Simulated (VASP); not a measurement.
# AlN (F-43m): a series in uniaxial stress along [001]

Strain engineering needs slopes: what does uniaxial stress along [001] do to the lattice and the band edges of AlN?

Method: LDA; plane waves and PAW (Al, N); cell typed or built by script, in the first sound run; inputs show where later runs differ, in VASP 6.6.1.

Most raw output is cut from this account.

## Step 1: Set-up

The structure is cubic, space group F-43m (No. 216). The conventional cell has a = 4.380 Å, b = 4.380 Å, c = 4.380 Å, α = 90.00°, β = 90.00°, γ = 90.00°. Al has 4 N at 1.90 Å nearest. N has 4 Al at 1.90 Å nearest. Farther neighbours and most contacts between anions are not listed.

Coordinates:

```xyz
2
Lattice="0.0000 2.1900 2.1900 2.1900 0.0000 2.1900 2.1900 2.1900 0.0000" Properties=species:S:1:pos:R:3 pbc="T T T"
Al    0.0000    0.0000    0.0000
N     1.0950    1.0950    1.0950
```

## Step 2: Relax the crystal, LDA

The series starts from the cell that this level prefers, so that zero strain is near zero stress.

This step took 2 runs in a row; the last is shown.

Level: LDA; plane waves and PAW (Al, N); cell typed or built by script.

The input, INCAR:

```
SYSTEM = AlN
PREC = Accurate
ENCUT = 600
EDIFF = 1E-07
NELM = 120
ISMEAR = 0
SIGMA = 0.02
LREAL = .FALSE.
ALGO = Normal
GGA = CA
NBANDS = 10
LASPH = .TRUE.
LORBIT = 11
LWAVE = .FALSE.
LCHARG = .FALSE.
KPAR = 16
IBRION = 2
NSW = 40
ISIF = 3
EDIFFG = -0.005
POTIM = 0.4
```

The input, POSCAR:

```
AlN
1.0
    0.0000000000      2.1729629977      2.1729629977
    2.1729629977      0.0000000000      2.1729629977
    2.1729629977      2.1729629977      0.0000000000
Al N
1 1
Direct
    0.0000000000      0.0000000000      0.0000000000
    0.2500000000      0.2500000000      0.2500000000
```

The input, KPOINTS:

```
Automatic mesh
0
Gamma
12 12 12
0 0 0
```

PAW data sets: Al and N (LDA family, release 64).

Started as:

```bash
$ mpirun -np 16 vasp_std
```

The job ended after 2 s (16 MPI ranks of Intel Xeon 6975P-C (Granite Rapids), shared host; peak memory 2.3 GiB).

Read from the output:

| Quantity | Value |
| --- | --- |
| energy(sigma→0) of the program | -16.3762 eV |
| stress, compression positive | xx, yy, zz 0.01, 0.01, 0.01 GPa |
| volume | 20.520 Å³ |
| ionic steps | 1 |

## Step 3: Strain across the axis, LDA

One member in full: the axis is strained by 2 %, and the two directions across it are strained alike until their mean stress is under 0.012 GPa or five steps are spent.

This step took 3 runs, each at a new trial strain with the atoms of the one before; the last is shown.

Level: LDA; plane waves and PAW (Al, N); cell typed or built by script.

INCAR: that of step 2 with these lines changed.

```diff
@@ -15,7 +15,7 @@
 LCHARG = .FALSE.
-KPAR = 16
-IBRION = 2
-NSW = 40
-ISIF = 3
-EDIFFG = -0.005
-POTIM = 0.4
+KPAR = 4
+IBRION = 1
+NSW = 25
+ISIF = 2
+EDIFFG = -0.004
+POTIM = 0.3
```

The input, POSCAR:

```
AlN
1.0
    0.0000000000      2.1580299190      2.2164222580
    2.1580299190      0.0000000000      2.2164222580
    2.1580299190      2.1580299190      0.0000000000
Al N
1 1
Direct
    0.0000000000      0.0000000000      0.0000000000
    0.2500000000      0.2500000000      0.2500000000
```

KPOINTS is that of step 2.

Started as:

```bash
$ mpirun -np 4 vasp_std
```

Run time: 5.6 s. Hardware: 4 MPI ranks; peak memory 0.6 GiB.

This run gave:

```
energy(sigma→0) of the program : -16.3715 eV
stress, compression positive   : xx, yy, zz 0.00, 0.00, -3.91 GPa
ionic steps                    : 1
```

## Step 4: Band edges, HSE06

Short lines in KPOINTS_OPT sample the zone centre along and across the axis, for masses, and the other valleys.

Level: HSE06; plane waves and PAW (Al, N); cell typed or built by script.

The input, INCAR:

```
SYSTEM = AlN
PREC = Accurate
ENCUT = 600
EDIFF = 1E-06
NELM = 100
ISMEAR = 0
SIGMA = 0.02
LREAL = .FALSE.
ALGO = Normal
LHFCALC = .TRUE.
AEXX = 0.25
GGA = PE
HFSCREEN = 0.2
LASPH = .TRUE.
NBANDS = 9
PRECFOCK = Fast
LWAVE = .FALSE.
LCHARG = .FALSE.
KPAR = 4
```

POSCAR is that of step 3.

The input, KPOINTS:

```
Automatic mesh
0
Gamma
6 6 6
0 0 0
```

The input, KPOINTS_OPT:

```
Line mode
6
Line-mode
Reciprocal
  0.00000000   0.00000000   0.00000000
  0.01763773   0.01763773   0.00000000

  0.00000000   0.00000000   0.00000000
  0.00000000  -0.01717306  -0.01717306

  0.31000000   0.31000000   0.00000000
  0.50000000   0.50000000   0.00000000

  0.00000000   0.31000000   0.31000000
  0.00000000   0.50000000   0.50000000

  0.45000000   0.45000000   0.45000000
  0.50000000   0.50000000   0.50000000

  0.45000000   0.00000000   0.00000000
  0.50000000   0.00000000   0.00000000

  0.42500000   0.42500000   0.00000000
  0.42500000   0.44217306   0.01717306

  0.50000000   0.50000000   0.50000000
  0.48785682   0.51214318   0.50000000
```

Started as:

```bash
$ mpirun -np 4 vasp_std
```

Run time: 62 s. Hardware: 4 MPI ranks; peak memory 1 GiB.

Numbers from this step:

| Item | Value |
| --- | --- |
| energy(sigma→0) of the program | -17.4591 eV |

## Step 5: The whole series

Hybrid runs start from orbitals of a short LDA run, not shown.

Runs beyond LDA use the data sets made with LDA; this shifts their levels slightly, and their total energies have another zero.

The other members went through these steps as far as the tables show, with the same cutoff and, step by step, the same mesh; 42 runs are not shown. The session took 0.87 core hours (wall time by ranks) on a shared machine.

| strain along the axis (%) | strain across the axis (%) | stress along the axis, tension positive (GPa) | energy above the unstrained row (meV/atom) | gap on the mesh, LDA (eV) |
| --- | --- | --- | --- | --- |
| -2.000 | 0.740 | -3.339 | 2.285 | 3.076 |
| -1.500 | 0.551 | -2.560 | 1.307 | 3.113 |
| -1.000 | 0.365 | -1.744 | 0.597 | 3.151 |
| -0.500 | 0.182 | -0.892 | 0.157 | 3.190 |
| 0 | 0.000 | -0.010 | 0.000 | 3.230 |
| 0.500 | -0.175 | 0.923 | 0.123 | 3.209 |
| 1.000 | -0.349 | 1.884 | 0.555 | 3.188 |
| 1.500 | -0.520 | 2.882 | 1.292 | 3.166 |
| 2.000 | -0.687 | 3.913 | 2.349 | 3.143 |

Slopes at zero strain, from cubics through all rows: strain ratio -0.357, stress over strain 181 GPa.

Band edges at HSE06, counted from the valence-band top at Γ, with one row partly withheld:

| strain along the axis (%) | gap (eV) | conduction band at Γ (eV) | Δ or X valley along z (eV) | Δ or X valley along x (eV) | lowest conduction level at L, [111] (eV) | lowest conduction level at L, [-111] (eV) | second valence level below the top (eV) | third valence level below the top (eV) |
| --- | --- | --- | --- | --- | --- | --- | --- | --- |
| -2.000 | 4.438 | 5.695 | 4.438 | 4.570 | 8.978 | 8.978 | 0.113 | 0.113 |
| -1.500 | ? | 5.702 | ? | 4.574 | 8.997 | 8.997 | 0.085 | 0.085 |
| -1.000 | 4.513 | 5.708 | 4.513 | 4.580 | 9.013 | 9.013 | 0.057 | 0.058 |
| -0.500 | 4.552 | 5.714 | 4.552 | 4.585 | 9.025 | 9.025 | 0.029 | 0.029 |
| 0 | 4.592 | 5.721 | 4.592 | 4.592 | 9.033 | 9.033 | 0.000 | 0.000 |
| 0.500 | 4.570 | 5.696 | 4.603 | 4.570 | 9.006 | 9.006 | 0.000 | 0.029 |
| 1.000 | 4.548 | 5.670 | 4.614 | 4.548 | 8.975 | 8.975 | 0.000 | 0.059 |
| 1.500 | 4.527 | 5.644 | 4.626 | 4.527 | 8.938 | 8.938 | 0.000 | 0.090 |
| 2.000 | 4.505 | 5.616 | 4.638 | 4.505 | 8.897 | 8.897 | 0.000 | 0.121 |

Conduction masses, in electron masses:

| strain along the axis (%) | conduction mass at Γ, along the strain axis or the normal of the plane | conduction mass at Γ, across the strain axis or in the plane |
| --- | --- | --- |
| -2.000 | 0.293 | 0.297 |
| -1.500 | 0.293 | 0.298 |
| -1.000 | 0.295 | 0.298 |
| -0.500 | 0.298 | 0.297 |
| 0 | 0.298 | 0.298 |
| 0.500 | 0.298 | 0.294 |
| 1.000 | 0.295 | 0.294 |
| 1.500 | 0.294 | 0.292 |
| 2.000 | 0.294 | 0.293 |

## Step 6: Working out the slope

The quantity to fit is the splitting of the Δ or X valleys (z less x) at HSE06: -0.132, -0.066, -0.033, 0.000, 0.033, 0.066, 0.099, 0.133 eV in the rows shown.

A least-squares parabola through the 8 rows shown, with d the strain along the axis less the strain across it, in %: E = 2.39e-4 d² + 0.04873 d − 2.65e-5 (eV), r.m.s. residual 5.1e-5 eV.

For the withheld row, d = -2.051, the fit gives -0.0990 eV.

## Step 7: Checking the prediction

The calculation gives -0.0990 eV, so the prediction is right to the last digit shown.

The splitting is Ξu times d, with d as a fraction, so the linear term gives Ξu = 4.9 eV.

## Step 8: What came out

| Item | Value |
| --- | --- |
| Poisson ratio | 0.357 |
| Young's modulus along the axis | 181 GPa |
| gap of the unstrained cell, HSE06 | 4.59 eV |
| shear deformation potential Ξu of the Δ or X valleys | 4.9 eV |
| error of the predicted row | 0.0 meV |
| valence shear potential \|b\|, HSE06 | 1.43 eV |

In words: As a check, the curvature of the energy gives 180 GPa for the same modulus (energy per volume = E/2 × strain²), 1 % from the slope of the stress. At HSE06 the lowest conduction valley is Δ or X throughout, and the gap runs between 4.44 and 4.59 eV. Without spin-orbit coupling the three valence levels split by 3|b| times the difference of the strains; the rows within 1 % give |b| = 1.43 eV. Hole masses are left out throughout, since the top bands are degenerate or cross in many series; of conduction masses, those of the Γ, L and (for Si and Ge under (001) strain) Δ valleys are kept where they change by under an eighth between rows. HSE06 ran on a coarser mesh than the semilocal levels. Spin-orbit coupling is left out at HSE06, so the valence splittings there lack it. Δ or X levels are the lowest on their line, refined by a parabola unless they lie at X; the gap is read from all points sampled and can differ from the lowest valley by some meV, or by tens of meV where strain moves the valence top off Γ. Temperature, zero-point motion and excitons are left out.

[Lines on the potential files, build, host, timing and source positions are cut from VASP's logs without a mark.]

[Logs are printed without paths, hosts, clocks, repeated set-up lines and the standing remarks that a program may print on its own settings, such as how far it seeks lower states.]

[Hosts, paths, dates, database ids (printed as entryN), source tags and the programs' standing remarks are cut or masked in the printed files.]

[In band tables of VASP the shares of atoms and orbitals are scaled to a sum of 1 inside the atoms' spheres.]
